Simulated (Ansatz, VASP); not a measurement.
# Al2Cu in VASP and in Ansatz

The input INCAR:

```
SYSTEM = Al2Cu
PREC = Accurate
ENCUT = 600
EDIFF = 1E-7
ISMEAR = -1
SIGMA = 0.05
LREAL = .FALSE.
LASPH = .TRUE.
NELM = 100
ALGO = Normal
ISIF = 3
LWAVE = .FALSE.
LCHARG = .FALSE.
GGA = RE
IBRION = 2
NSW = 60
EDIFFG = -0.01
```

Contents of KPOINTS:

```
Automatic mesh
0
G
  7 7 9
  0 0 0
```

The input POSCAR:

```
Al2Cu
1.0
    4.1051820000      0.0000000000      0.0000000000
    0.0000000000      4.1051820000      0.0000000000
    0.0000000000      0.0000000000      2.8913130000
Cu Al
1 2
Direct
    0.0000000000      0.0000000000      0.0000000000
    0.0000000000      0.5000000000      0.5000000000
    0.5000000000      0.0000000000      0.5000000000
```

Contents of input.yaml:

```yaml
crystal:
  lattice:
    - [4.105182, 0.0, 0.0]
    - [0.0, 4.105182, 0.0]
    - [0.0, 0.0, 2.891313]
  atoms:
    - { symbol: Cu, position: [0.0, 0.0, 0.0] }
    - { symbol: Al, position: [0.0, 0.5, 0.5] }
    - { symbol: Al, position: [0.5, 0.0, 0.5] }
hamiltonian:
  xc: revpbe
  pseudopotentials: { kind: paw }
kpoints:
  mp_grid: { grid: [7, 7, 9] }
scf:
  occupations: { method: fermi_dirac, width: 0.05 }
output:
  forces: true
  stress: true
  eigenvalues: true
relax:
  f_tol: 0.01
  max_steps: 40
  cell: { stress_tol: 0.05 }
```

The cell comes from a database or a generator and needn't be the stable form of this composition.

Alike in both runs: task relaxation of cell and atoms; functional revPBE; k mesh 7 × 7 × 9; occupations fermi-dirac, width 0.05 eV; no spin polarisation.

|  | VASP | Ansatz |
| --- | --- | --- |
| version | VASP 6.6.1 | Ansatz 0.2.0 |
| potentials or method | VASP PAW PBE potentials, release 64 (Cu, Al) | Ansatz PAW |
| plane-wave cutoff (eV) | 600 | 420 |
| valence electrons in the cell | 17 | 25 |

VASP gave:

```
gap on the k mesh at the Fermi level, each at its own relaxed structure (eV) : none
relaxed volume (Å³/atom)                                                     : 16.67
relaxed cell length with the largest relative difference (Å)                 : 4.153
energy change over the relaxation (meV/atom)                                 : -3
```

Which values does Ansatz return?

gap on the k mesh at the Fermi level, each at its own relaxed structure (eV): none; relaxed volume (Å³/atom): 16.64; relaxed cell length with the largest relative difference (Å): 4.150; energy change over the relaxation (meV/atom): -3.

A gap of «none» marks a metal or a gap that the smearing closes. The two sets of potentials don't hold the same shells in valence.

Caveats: the PAW data sets were made with another functional, which shifts forces and pressure a little (VASP); the plane-wave basis is chosen anew once the cell has moved, so the energies of steps on either side of that aren't comparable (Ansatz); the PAW data sets come from PBE, with cores solved anew for the run's functional, which leaves a small shift of forces and pressure (Ansatz).
